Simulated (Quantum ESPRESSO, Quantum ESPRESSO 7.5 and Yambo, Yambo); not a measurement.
## LiF (Griceite): G0W0 on several meshes in Yambo

Aim: the GW shift of LiF (Griceite) against the k mesh.

Main program and level: Quantum ESPRESSO 7.5 and Yambo 5.3.0; PBE and many-body steps on it, plane waves.

**1. Starting point**

The structure is cubic, space group Fm-3m (No. 225). The conventional cell has a = 4.028 Å, b = 4.028 Å, c = 4.028 Å, α = 90.00°, β = 90.00°, γ = 90.00°. Li has 6 F at 2.01 Å nearest. F has 6 Li at 2.01 Å nearest. Farther neighbours and most contacts between anions are not listed.

The cell and positions come from the Crystallography Open Database and are kept as given unless a step says otherwise.

**2. Empty states on the mesh, 8×8×8 mesh, 197 bands**

This step: Quantum ESPRESSO 7.5; DFT, PBE, plane waves, norm-conserving pseudopotentials.

The sums over transitions need many empty states on a uniform mesh; this step solves for them.

The input, pw.in:

```
&control
  calculation = 'nscf'
  prefix = 'x'
  outdir = 'o'
  pseudo_dir = 'pseudo'
/
&system
  ibrav = 0
  nat = 2
  ntyp = 2
  ecutwfc = 72.0
  nbnd = 197
  force_symmorphic = .true.
/
&electrons
  conv_thr = 1e-9
  electron_maxstep = 80
  diago_full_acc = .true.
  diago_thr_init = 5e-6
/
ATOMIC_SPECIES
  Li 6.94 Li.upf
  F 18.998 F.upf
CELL_PARAMETERS angstrom
  0.0000000000 2.0140000000 2.0140000000
  2.0140000000 0.0000000000 2.0140000000
  2.0140000000 2.0140000000 -0.0000000000
ATOMIC_POSITIONS crystal
  Li 0.0000000000 0.0000000000 0.0000000000
  F 0.5000000000 0.5000000000 0.5000000000
K_POINTS automatic
  8 8 8 0 0 0
```

Launch:

```
$ OMP_NUM_THREADS=1 mpirun -n 4 pw.x -nk 4 -in pw.in > pw.out
```

The log of the run:

```text
Program PWSCF v.7.5 starts

     This program is part of the open-source Quantum ESPRESSO suite
     for quantum simulation of materials; please cite
         "P. Giannozzi et al., J. Phys.:Condens. Matter 21 395502 (2009);
         "P. Giannozzi et al., J. Phys.:Condens. Matter 29 465901 (2017);
         "P. Giannozzi et al., J. Chem. Phys. 152 154105 (2020);
     in publications or presentations arising from this work. More details at

     Atomic positions and unit cell read from directory:
     o/x.save/

     Message from routine setup:
[...]
150.7703 153.0935 153.5428 153.5428 155.4267 158.6091 158.6091 162.3432
     [... 13 further rows ...]
   285.6512 285.6512 287.2200 287.2200 288.3536 289.4945 289.4945 289.7971
   291.2772 292.5382 294.9486 294.9486 297.8856

          k = 0.2652 0.2652-0.2652 (  1143 PWs)   bands (ev):

     [... further k-points ...]

     highest occupied, lowest unoccupied level (ev):     0.9065   10.0211

     XML data file, pseudopotentials, collected wavefunctions

=------------------------------------------------------------------------------=
   JOB DONE.
=------------------------------------------------------------------------------=
```

Run time: 20 s. Hardware: 4 MPI ranks of Arm Neoverse V1, shared host; peak memory 0.27 GiB.

This step gave:

| Property | Result |
| --- | --- |
| gap | 9.115 eV |
| k of the valence top | 0, 0, 0 |
| k of the conduction bottom | 0, 0, 0 |
| least direct gap | 9.115 eV |
| k points computed | 29 |
| lowest point of the top converged band, above the valence top | 283.5368 eV |

On this mesh the gap is 9.115 eV.

The density comes from a self-consistent run that is not shown.

**3. Conversion and set-up**

This step: Yambo 5.3.0; conversion and set-up on PBE, plane waves, norm-conserving pseudopotentials.

The states are converted to the many-body program's format and the q mesh is built.

Launch:

```
$ (cd o/x.save; p2y > p2y.log; mv SAVE ../..); yambo > setup.log
```

The log of the run:

```text
 Yambo, version 5.3.0

 [02] CORE Variables Setup
 =========================

  [02.01] Unit cells
  ==================

  Cell kind             :  FCC
  Atoms in the cell     :  Li  F
  number of Li atoms    :  1
  number of F  atoms    :  1

  List of atomic masses
  Mass of Li    :  6.940000
  Mass of F     :  18.99800

  List of atomic coordinates    : [cc]
  Li1       :  0.000000  0.000000  0.000000  order 1
  F1       :  3.805908  3.805908  3.805908  order 2

  Alat factors          :  3.805908  3.805908  3.805908 [a.u.]
  Direct lattice volume :  110.2567 [a.u.]
[...]
Q [ 1]         [rlu]:  0.000000  0.000000  0.000000
 Q [ 2]         [rlu]: -0.44736E-17 -0.44736E-17  0.12500
 Q [ 3]         [rlu]: -0.89471E-17 -0.89471E-17  0.25000
[...]
Q [ 8]         [rlu]: -0.89471E-17  0.12500      0.37500
 Q [ 9]         [rlu]: -0.26293E-17  0.12500      0.50000
 Q [10]         [rlu]:  0.17894E-16  0.12500     -0.37500
     [... 17 further rows ...]
 Q [28]         [rlu]:  0.125000 -0.500000 -0.375000
 Q [29]         [rlu]:  0.250000 -0.500000 -0.250000

  [03.01] X indexes
  =================

   [03.01.01] Sigma indexes
   ========================

 [06] Game Over & Game summary
```

Run time: 2.1 s. Hardware: 1 MPI rank; peak memory 0.24 GiB.

**4. 8×8×8**

Now the one-shot GW correction: screening in the RPA, then the self-energy of the levels asked for.

This step: G0W0 on PBE, plane waves, norm-conserving pseudopotentials.

The input, gw2.in:

```
HF_and_locXC
gw0
dyson
ppa
em1d
rim_cut
RandQpts= 1000000
RandGvec= 1 RL
EXXRLvcs= 72 Ry
VXCRLvcs= 288 Ry
Chimod= "HARTREE"
% BndsRnXp
 1 | 83 |
%
NGsBlkXp= 17 Ry
% LongDrXp
 1 | 1 | 1 |
%
% GbndRnge
 1 | 83 |
%
DysSolver= "n"
ExtendOut
PPAPntXp= 27.21138 eV
% QPkrange
 1 | 1 | 4 | 7 |
%
```

Launch:

```
$ OMP_NUM_THREADS=1 mpirun -n 4 yambo -F gw2.in -J gw2 -C gw2 > gw2.log
```

The log of the run:

```text
 Yambo, version 5.3.0

 [02] CORE Variables Setup
 =========================

  [... cell, symmetries and grids as in the set-up ...]

  [02.05] Energies & Occupations
  ==============================

  [X] === General ===
  [X] Electronic Temperature                        :  0.000000  0.000000 [eV K]
  [X] Bosonic    Temperature                        :  0.000000  0.000000 [eV K]
  [X] Finite Temperature mode                       : no
  [X] El. density                                   :  0.61206E+24 [cm-3]
  [X] Fermi Level                                   :  0.906508 [eV]

  [X] === Gaps and Widths ===
  [X] Conduction Band Min                           :  9.114627 [eV]
  [X] Valence Band Max                              :  0.000000 [eV]
  [X] Filled Bands                                  :   5
  [X] Empty Bands                                   :    6  197
  [X] Direct Gap                                    :  9.114627 [eV]
  [X] Direct Gap localized at k                     :  1
  [X] Indirect Gap                                  :  9.114627 [eV]
  [X] Indirect Gap between kpts                     :  1  1
  [X] Last valence band width                       :  0.989798 [eV]
  [X] 1st conduction band width                     :  5.964288 [eV]

 [03] Transferred momenta grid and indexing
 ==========================================

 IBZ Q-points                                      :  29
 BZ  Q-points                                      :   512

 K/Q-points units:
 rlu = crystal or reduced units; cc = cartesian coordinates; iku = interal k-units

 Q [ 1]         [rlu]:  0.000000  0.000000  0.000000
 Q [ 2]         [rlu]: -0.44736E-17 -0.44736E-17  0.12500
 Q [ 3]         [rlu]: -0.89471E-17 -0.89471E-17  0.25000
 Q [ 4]         [rlu]:  0.59525E-19  0.59525E-19  0.37500
 Q [ 5]         [rlu]:  0.17894E-16  0.17894E-16 -0.50000
 Q [ 6]         [rlu]:  0.55284E-18  0.12500      0.12500
 Q [ 7]         [rlu]:  0.39326E-17  0.12500      0.25000
 Q [ 8]         [rlu]: -0.89471E-17  0.12500      0.37500
 Q [ 9]         [rlu]: -0.26293E-17  0.12500      0.50000
 Q [10]         [rlu]:  0.17894E-16  0.12500     -0.37500
     [... 17 further rows ...]
 Q [28]         [rlu]:  0.125000 -0.500000 -0.375000
 Q [29]         [rlu]:  0.250000 -0.500000 -0.250000

 [04] Coloumb potential Random Integration (RIM)
 ===============================================

  [04.01] RIM initialization
  ==========================

  * Diagonal components only detected *

  8 x (sBL volume)        :  0.035152 [a.u.]
  sBZ random points       :  1000000
  Points outside the sBZ  :   7996195
  RL volume               :  2.249752 [a.u.]
  Integrated volume       :  2.250822 [a.u.]

  [04.02] RIM integrals
  =====================

  Gamma point sphere radius             :  0.059420 [a.u.]
  Points outside the sphere             :   799659
  [Int_sBZ(q=0) 1/q^2]*(Vol_sBZ)^(-1/3) =:  7.764404
                                 should be <:  7.795600

  Summary of Coulomb integrals for non-metallic bands |Q|[au] RIM/Bare

  Q [1] 0.100000E-4 0.995998 * Q [2] 0.178715 1.065507
  Q [6] 0.206363 1.063520 * Q [12] 0.291841 1.025994
  Q [7] 0.342214 1.019443 * Q [3] 0.357431 1.017217
  Q [13] 0.412726 1.013507 * Q [11] 0.449757 1.010827
  Q [22] 0.461441 1.010532 * Q [8] 0.505484 1.008888
  Q [14] 0.536146 1.007997 * Q [4] 0.536146 1.007966
[...]
Q [27] 0.744052 1.004143 * Q [24] 0.772139 1.003889
  Q [26] 0.792552 1.003834 * Q [21] 0.825451 1.003655
  Q [28] 0.850856 1.003467 * Q [20] 0.875523 1.003109
  Q [29] 0.922883 1.003011

 [WARNING] [Xp] User bands 1-83 break level degeneracy

 [05] Dipoles
 ============

  [05.01] Setup: observables and procedures
  =========================================

 [06] Dynamic Dielectric Matrix (PPA)
 ====================================

 [WR./gw2//ndb.pp]---------------------------------------------------------------
  Brillouin Zone Q/K grids (IBZ/BZ)                :    29   512    29   512
  RL vectors                                       :  1639 [WF]
  Coulomb cutoff potential                         : none
  Electronic Temperature                           :  0.000000 [K]
  Bosonic    Temperature                           :  0.000000 [K]
  PPA    diel. fun.  energies                      : Perdew, Burke & Ernzerhof(X)+Perdew, Burke & Ernzerhof(C)
  wavefunctions                                    : Perdew, Burke & Ernzerhof(X)+Perdew, Burke & Ernzerhof(C)
  Global Gauge                                     : length
  X matrix size                                    :  169
  X band range                                     :    1   83
  X e/h energy range                               : -1.000000 -1.000000 [eV]
  X Time ordering                                  : R
  X Hxc Kernel                                     : HARTREE
  X Drude frequency                                :  0.000000  0.000000
  X poles                                          :  100.0000 [o/o]
  RL vectors in the sum                            :  1639
  [r,Vnl] included                                 : yes
  Field direction                                  :  0.577350E-5  0.577350E-5  0.577350E-5
  BZ energy Double Grid                            : no
  BZ energy DbGd points                            : 0
  BZ Q point size factor                           : -1.000000
  X Optical Averaged directions                    : none

 [07] Local Exchange-Correlation + Non-Local Fock
 ================================================

 [VXC] Plane waves :   9185
 [EXS] Plane waves :  1211

 QP @ state[ 1 ] K range:  1  1
 QP @ state[ 1 ] b range:   4   7

 [xc] Functional : Perdew, Burke & Ernzerhof(X)+Perdew, Burke & Ernzerhof(C)
 [xc] LIBXC used to calculate xc functional
  PP Number of Atomic Species                      :  2
  NLCC RL compoments                               :   9185
  PP Number of Atomic Species                      :  2
  NLCC RL compoments                               :   9185

 [xc] E_xc :  -6.404302 [Ha]
      E_xc :  -12.80860 [Ry]

  Local XC kind (lXC) : Perdew, Burke & Ernzerhof(X)+Perdew, Burke & Ernzerhof(C)
  Non-Local XC kind (nlXC) : Hartree-Fock

  Corrections @ K [1] :  [eV]
 <4|nlXC|4> = -30.70135 -0.62235E-17 <4|lXC|4> = -23.05348  0.18882E-15
 <5|nlXC|5> = -30.70136  0.11140E-16 <5|lXC|5> = -23.05348 -0.94408E-16
 <6|nlXC|6> = -6.618816  0.12902E-18 <6|lXC|6> = -11.45041 -0.10446E-18
 <7|nlXC|7> = -3.080517  0.59367E-18 <7|lXC|7> = -10.01124 -0.18880E-15

 [08] Dyson equation: Newton solver
 ==================================

  [08.01] G0W0 (W PPA)
  ====================

  [  GW  ] Bands range     :    1   83
  [GW/PPA] G damping       :  0.100000 [eV]

  QP @ state[ 1 ] K range:  1  1
  QP @ state[ 1 ] b range:   4   7

   Sc/G bands                                       :    1   83
   Sc/G damping                                     :  0.100000 ev
   Sc bands terminator                              : no
   Sx RL components                                 :  1211

   QP @ state[ 1 ] K range                          :  1  1
   QP @ state[ 1 ] b range                          :   4   7
   GF energies kind                                 : Perdew, Burke & Ernzerhof(X)+Perdew, Burke & Ernzerhof(C)
   GF WF`s kind                                     : Perdew, Burke & Ernzerhof(X)+Perdew, Burke & Ernzerhof(C)
   Xs energies kind                                 : Perdew, Burke & Ernzerhof(X)+Perdew, Burke & Ernzerhof(C)
   Xs WF`s kind                                     : Perdew, Burke & Ernzerhof(X)+Perdew, Burke & Ernzerhof(C)

 [11] Game Over & Game summary
```

Wall time 5.2 min (4 MPI ranks); peak memory 1.4 GiB; 21 min of CPU time.

This step gave:

```
G0W0 gap on the points computed              : 13.34 eV
starting gap on the mesh                     : 9.115 eV
k of the valence top                         : 0, 0, 0
k of the conduction bottom                   : 0, 0, 0
least direct G0W0 gap on the computed points : 13.34 eV
Z at the valence top                         : 0.8261
Z at the conduction bottom                   : 0.8904
```

The gap on the mesh goes from 9.11 eV to 13.34 eV, a correction of +4.22 eV.

**5. Empty states on the mesh, 6×6×6 mesh, 83 bands**

This step: Quantum ESPRESSO 7.5; DFT, PBE, plane waves, norm-conserving pseudopotentials.

pw.in: that of step 2 with these lines changed.

```diff
@@ -11,3 +11,3 @@
   ecutwfc = 72.0
-  nbnd = 197
+  nbnd = 83
   force_symmorphic = .true.
@@ -31,2 +31,2 @@
 K_POINTS automatic
-  8 8 8 0 0 0
+  6 6 6 0 0 0
```

Launch:

```
$ OMP_NUM_THREADS=1 mpirun -n 4 pw.x -nk 4 -in pw.in > pw.out
```

The log of the run:

```text
[banner, memory and clock lines left out]
Program PWSCF v.7.5 starts

     Atomic positions and unit cell read from directory:
     o/x.save/

     Message from routine setup:
     using ibrav=0 with symmetry is DISCOURAGED, use correct ibrav instead

     G-vector sticks info

     bravais-lattice index     =            0
     lattice parameter (alat)  =       5.3824  a.u.
     unit-cell volume          =     110.2567 (a.u.)^3
     number of atoms/cell      =            2
     number of atomic types    =            2
     number of electrons       =        10.00
[...]
169.6515 172.6442 172.6442

          k = 0.1179 0.1179-0.1179 (  1149 PWs)   bands (ev):

[...]
163.5207 163.5207 165.3873

          k = 0.2357 0.2357-0.2357 (  1149 PWs)   bands (ev):

[...]
133.1211 135.3560 135.3560 138.1893 142.4081 142.4081 143.4775 145.8111
   145.8111 147.5726 147.6541 147.6541 154.8757 160.1090 161.7121 161.7121
   163.2089 163.2089 164.2932

          k =-0.3536-0.3536 0.3536 (  1158 PWs)   bands (ev):

     [... further k-points ...]

     highest occupied, lowest unoccupied level (ev):     0.9065   10.0211

     XML data file, pseudopotentials, collected wavefunctions
```

Elapsed: 3 s, on 4 MPI ranks; peak memory 0.21 GiB.

This step gave:

```
gap                                                           : 9.115 eV
k of the valence top                                          : 0, 0, 0
k of the conduction bottom                                    : 0, 0, 0
least direct gap                                              : 9.115 eV
k points computed                                             : 16
lowest point of the top converged band, above the valence top : 153.8338 eV
```

On this mesh the gap is 9.115 eV.

**6. Conversion and set-up**

This step: Yambo 5.3.0; conversion and set-up on PBE, plane waves, norm-conserving pseudopotentials.

Launch:

```
$ (cd o/x.save; p2y > p2y.log; mv SAVE ../..); yambo > setup.log
```

The log of the run:

```text
 Yambo, version 5.3.0

 [02] CORE Variables Setup
 =========================

  [02.01] Unit cells
  ==================

  Cell kind             :  FCC
  Atoms in the cell     :  Li  F
  number of Li atoms    :  1
  number of F  atoms    :  1

  List of atomic masses
  Mass of Li    :  6.940000
  Mass of F     :  18.99800

  List of atomic coordinates    : [cc]
  Li1       :  0.000000  0.000000  0.000000  order 1
  F1       :  3.805908  3.805908  3.805908  order 2

  Alat factors          :  3.805908  3.805908  3.805908 [a.u.]
  Direct lattice volume :  110.2567 [a.u.]
[...]
Q [ 1]         [rlu]:  0.000000  0.000000  0.000000
 Q [ 2]         [rlu]: -0.30302E-17 -0.30302E-17  0.16667
 Q [ 3]         [rlu]: -0.60604E-17 -0.60604E-17  0.33333
[...]
Q [ 8]         [rlu]:  0.17894E-16  0.16667     -0.33333
 Q [ 9]         [rlu]:  0.19124E-18  0.16667     -0.16667
 Q [10]         [rlu]:  0.14742E-17  0.33333      0.33333
     [... 4 further rows ...]
 Q [15]         [rlu]:  0.166667  0.333333 -0.333333
 Q [16]         [rlu]:  0.166667 -0.500000 -0.333333

  [03.01] X indexes
  =================

   [03.01.01] Sigma indexes
   ========================

 [06] Game Over & Game summary
```

It took 1.9 s on 1 MPI rank; peak memory 0.24 GiB.

**7. 6×6×6**

This step: G0W0 on PBE, plane waves, norm-conserving pseudopotentials.

The input, gw11.in:

```
HF_and_locXC
gw0
dyson
ppa
em1d
rim_cut
RandQpts= 1000000
RandGvec= 1 RL
EXXRLvcs= 72 Ry
VXCRLvcs= 288 Ry
Chimod= "HARTREE"
% BndsRnXp
 1 | 83 |
%
NGsBlkXp= 17 Ry
% LongDrXp
 1 | 1 | 1 |
%
% GbndRnge
 1 | 83 |
%
DysSolver= "n"
ExtendOut
PPAPntXp= 27.21138 eV
% QPkrange
 1 | 1 | 4 | 7 |
%
```

Launch:

```
$ OMP_NUM_THREADS=1 mpirun -n 4 yambo -F gw11.in -J gw11 -C gw11 > gw11.log
```

The log of the run:

```text
 Yambo, version 5.3.0

 [02] CORE Variables Setup
 =========================

  [... cell, symmetries and grids as in the set-up ...]

  [02.05] Energies & Occupations
  ==============================

  [X] === General ===
  [X] Electronic Temperature                        :  0.000000  0.000000 [eV K]
  [X] Bosonic    Temperature                        :  0.000000  0.000000 [eV K]
  [X] Finite Temperature mode                       : no
  [X] El. density                                   :  0.61206E+24 [cm-3]
  [X] Fermi Level                                   :  0.906508 [eV]

  [X] === Gaps and Widths ===
  [X] Conduction Band Min                           :  9.114627 [eV]
  [X] Valence Band Max                              :  0.000000 [eV]
  [X] Filled Bands                                  :   5
  [X] Empty Bands                                   :    6   83
  [X] Direct Gap                                    :  9.114627 [eV]
  [X] Direct Gap localized at k                     :  1
  [X] Indirect Gap                                  :  9.114627 [eV]
  [X] Indirect Gap between kpts                     :  1  1
  [X] Last valence band width                       :  0.989798 [eV]
  [X] 1st conduction band width                     :  5.782385 [eV]

 [03] Transferred momenta grid and indexing
 ==========================================

 IBZ Q-points                                      :  16
 BZ  Q-points                                      :  216

 K/Q-points units:
 rlu = crystal or reduced units; cc = cartesian coordinates; iku = interal k-units

 Q [ 1]         [rlu]:  0.000000  0.000000  0.000000
 Q [ 2]         [rlu]: -0.30302E-17 -0.30302E-17  0.16667
 Q [ 3]         [rlu]: -0.60604E-17 -0.60604E-17  0.33333
[...]
================================================

 [VXC] Plane waves :   9185
 [EXS] Plane waves :  1211

 QP @ state[ 1 ] K range:  1  1
 QP @ state[ 1 ] b range:   4   7

 [xc] Functional : Perdew, Burke & Ernzerhof(X)+Perdew, Burke & Ernzerhof(C)
 [xc] LIBXC used to calculate xc functional
  PP Number of Atomic Species                      :  2
  NLCC RL compoments                               :   9185
  PP Number of Atomic Species                      :  2
  NLCC RL compoments                               :   9185

 [xc] E_xc :  -6.404321 [Ha]
      E_xc :  -12.80864 [Ry]

  Local XC kind (lXC) : Perdew, Burke & Ernzerhof(X)+Perdew, Burke & Ernzerhof(C)
  Non-Local XC kind (nlXC) : Hartree-Fock

  Corrections @ K [1] :  [eV]
 <4|nlXC|4> = -30.70278 -0.15894E-16 <4|lXC|4> = -23.05350 -0.94408E-16
 <5|nlXC|5> = -30.70283  0.12596E-16 <5|lXC|5> = -23.05350 -0.37763E-15
 <6|nlXC|6> = -6.620590  0.11842E-17 <6|lXC|6> = -11.45039  0.47234E-16
 <7|nlXC|7> = -3.082112  0.30799E-18 <7|lXC|7> = -10.01124 -0.18882E-15

 [08] Dyson equation: Newton solver
 ==================================

  [08.01] G0W0 (W PPA)
  ====================

  [  GW  ] Bands range     :    1   83
  [GW/PPA] G damping       :  0.100000 [eV]

  QP @ state[ 1 ] K range:  1  1
  QP @ state[ 1 ] b range:   4   7

   Sc/G bands                                       :    1   83
   Sc/G damping                                     :  0.100000 ev
   Sc bands terminator                              : no
   Sx RL components                                 :  1211

   QP @ state[ 1 ] K range                          :  1  1
   QP @ state[ 1 ] b range                          :   4   7
   GF energies kind                                 : Perdew, Burke & Ernzerhof(X)+Perdew, Burke & Ernzerhof(C)
   GF WF`s kind                                     : Perdew, Burke & Ernzerhof(X)+Perdew, Burke & Ernzerhof(C)
   Xs energies kind                                 : Perdew, Burke & Ernzerhof(X)+Perdew, Burke & Ernzerhof(C)
   Xs WF`s kind                                     : Perdew, Burke & Ernzerhof(X)+Perdew, Burke & Ernzerhof(C)

 [11] Game Over & Game summary
```

Run time: 83 s. Hardware: 4 MPI ranks; peak memory 1.2 GiB.

This step gave:

```yaml
g0w0_gap_on_the_points_computed: 13.34 eV
starting_gap_on_the_mesh: 9.115 eV
k_of_the_valence_top: 0, 0, 0
k_of_the_conduction_bottom: 0, 0, 0
least_direct_g0w0_gap_on_the_computed_points: 13.34 eV
z_at_the_valence_top: 0.8267
z_at_the_conduction_bottom: 0.8904
```

Against G0W0 in Yambo (8×8×8 mesh, 83 bands, screening to 231.3 eV, Godby-Needs plasmon pole), the gap moves by +0.006 eV.

(Continued in part 2 of 2.)

[Paths, hosts, dates, memory and timing lines, banners, echoed tables and standing remarks are left out of the program output.]

[Logs are printed without paths, hosts, clocks, repeated set-up lines and the standing remarks that a program may print on its own settings, such as how far it seeks lower states.]

[Runs of the session that timed out or met a known fault of the program may be left out.]

[Hosts, paths, dates, database ids (printed as entryN), source tags and the programs' standing remarks are cut or masked in the printed files.]
